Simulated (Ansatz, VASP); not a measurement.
W: VASP beside Ansatz

```
W
1.0
    -1.58234    1.58234    1.58234
     1.58234   -1.58234    1.58234
     1.58234    1.58234   -1.58234
W
1
Direct
  0.00000 0.00000 0.00000
```

Alike in both runs: task single point; functional LDA; k mesh 12 × 12 × 12; occupations fermi-dirac, width 0.05 eV; no spin polarisation; Hubbard terms W d U = 8 eV.

```csv
,VASP,Ansatz
version,VASP 6.6.1,Ansatz 0.2.0
potentials or method,"VASP PAW LDA potentials, release 64 (W_sv)",Ansatz PAW
plane-wave cutoff (eV),520,420
valence electrons in the cell,14,14
```

Ansatz gave:

* gap on the k mesh at the Fermi level (eV): none
* pressure (GPa): 3.7

Task: Estimate VASP's values.

Result: gap on the k mesh at the Fermi level (eV): none; pressure (GPa): 18.2.

The programs project onto different local orbitals, so the same U acts differently. A gap of «none» marks a metal or a gap that the smearing closes.

Caveats: U without spin polarisation on a metal has little footing; the U is typed as a test and isn't derived for this compound; the PAW data sets come from PBE, with cores solved anew for the run's functional, which leaves a small shift of forces and pressure (Ansatz). The runs have no spin-orbit coupling, so splittings on W are missing.
